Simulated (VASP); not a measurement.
Crystal: CuI (Marshite).

```xyz
2
Lattice="0.0000 3.0315 3.0315 3.0315 0.0000 3.0315 3.0315 3.0315 0.0000" Properties=species:S:1:pos:R:3 pbc="T T T"
Cu    1.5157    1.5157    1.5157
I     0.0000    0.0000    0.0000
```

- Program: VASP 6.6.1
- Task: relaxation of cell and atoms
- Functional: LDA
- Potentials or basis: VASP PAW LDA potentials, release 64 (Cu, I)
- Cutoff: 600 eV
- k mesh: 8 × 8 × 8
- Occupations: gaussian, width 0.02 eV
- Spin: no spin polarisation

At the start: pressure -4.1 GPa; volume 27.86 Å³/atom.

Question: How do energy, volume and symmetry change on relaxing?

Answer: Over 5 steps the energy falls by 39.3 meV/atom and the volume is 25.25 Å³/atom (-9.4 %); space group F-43m (No. 216, to 0.05 Å).

The path:
```tsv
step	energy change (eV)	largest force (eV/Å)	pressure (GPa)	volume (Å³)
1	0.0000	0.0000	-4.15	55.72
2	-0.0782	0.0000	0.27	50.10
3	-0.0786	0.0000	0.14	50.34
4	-0.0786	0.0000	-0.04	50.50
5	-0.0786	0.0000	-0.01	50.50
```

Final structure:
```xyz
2
Lattice="0.0000 2.9337 2.9337 2.9337 0.0000 2.9337 2.9337 2.9337 0.0000" Properties=species:S:1:pos:R:3 pbc="T T T"
Cu    1.4668    1.4668    1.4668
I     0.0000    0.0000    0.0000
```
